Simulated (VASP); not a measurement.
Crystal: SnO2 (Cassiterite).

```
Sn O
1.0
     4.73800    0.00000    0.00000
     0.00000    4.73800    0.00000
     0.00000    0.00000    3.18650
Sn O
2 4
Cartesian
  2.3690 2.3690 1.5933
  0.0000 0.0000 0.0000
  3.8240 0.9140 1.5933
  3.2830 3.2830 0.0000
  0.9140 3.8240 1.5933
  1.4550 1.4550 0.0000
```

Base run:

| Item | Value |
| --- | --- |
| Program | VASP 6.6.1 |
| Functional | PBE |
| Potentials or basis | VASP PAW PBE potentials, release 64 (Sn_d_GW, O_GW) |
| Cutoff | 550 eV |
| k mesh | 6 × 6 × 8 |
| Occupations | fermi-dirac, width 0.05 eV |
| Spin | no spin polarisation |

Its results: band gap on the k mesh 1.27 eV, direct; pressure 10.8 GPa; largest force 0.275 eV/Å.

Question: The run is repeated on the same cell with these changes: potentials or basis from VASP PAW PBE potentials, release 64 (Sn_d_GW, O_GW) to VASP PAW PBE potentials, release 64 (Sn, O); cutoff from 550 eV to 500 eV; further incar settings from ALGO = Fast; EDIFF = 1e-06 to ALGO = Normal; EDIFF = 1e-06; valence electrons from 52 to 32. What comes out?

Answer: Band gap on the k mesh 1.26 eV, direct; pressure 11.7 GPa; largest force 0.292 eV/Å.

Caveats: spin-orbit coupling is left out, which moves the levels of the heavy elements.
